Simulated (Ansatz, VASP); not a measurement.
PbSe: VASP beside Ansatz

Contents of INCAR:

```
SYSTEM = PbSe
PREC = Accurate
ENCUT = 520
EDIFF = 1E-6
ISMEAR = 0
SIGMA = 0.01
LREAL = .False.
LASPH = .True.
NELM = 80
ALGO = Normal
ISIF = 2
LWAVE = .False.
LCHARG = .False.
NBANDS = 17
```

Contents of KPOINTS:

```
regular mesh
0
Gamma
  6 6 6
  0 0 0
```

The input POSCAR:

```
PbSe
1.0
    0.0000000000      3.0606500000      3.0606500000
    3.0606500000      0.0000000000      3.0606500000
    3.0606500000      3.0606500000      0.0000000000
Pb Se
1 1
Direct
    0.0000000000      0.0000000000      0.0000000000
    0.5000000000      0.5000000000      0.5000000000
```

Input for Ansatz:

```yaml
crystal:
  lattice:
    - [0.0, 3.06065, 3.06065]
    - [3.06065, 0.0, 3.06065]
    - [3.06065, 3.06065, 0.0]
  atoms:
    - { symbol: Pb, position: [0.0, 0.0, 0.0] }
    - { symbol: Se, position: [0.5, 0.5, 0.5] }
kpoints:
  mp_grid: { grid: [6, 6, 6] }
scf:
  occupations: { method: fixed }
hamiltonian:
  xc: lda
  pseudopotentials: { kind: all_electron, lapw: { basis_error: 0.001 } }
output:
  forces: true
  stress: true
  eigenvalues: true
  eigenstates:
    nscf_kmesh: { grid: [12, 12, 12] }
    de_dk: true
    e_range: [-9, 10.18484]
  optics:
    e_range: [0, 30]
    de: 0.2
    sigma: 0.15
    bands: { spectra_wanted_up_to: 30 }
    nscf_kmesh: { grid: [12, 12, 12] }
checkpoint:
  write: ck
  write_wavefunctions: false
```

Alike in both runs: task single point; functional LDA; k mesh 6 × 6 × 6; no spin polarisation.

|  | VASP | Ansatz |
| --- | --- | --- |
| version | VASP 6.6.1 | Ansatz 0.2.0 |
| potentials or method | VASP PAW LDA potentials, release 64 (Pb_d, Se) | all-electron LAPW, scalar-relativistic |
| plane-wave cutoff (eV) | 520 | see its input |
| occupations | gaussian, width 0.01 eV | fixed |

Ansatz gave:

- gap on the k mesh at the Fermi level (eV): 0.18
- pressure (GPa): -2.1

Task: Estimate VASP's values.

Result: gap on the k mesh at the Fermi level (eV): 0.16; pressure (GPa): -2.1.

Ansatz ran all-electron here, so the differences hold the error of VASP's frozen core and of both bases.

Caveats: spin-orbit coupling is left out, which as a rule narrows the gap of such compounds by several tenths of an eV.
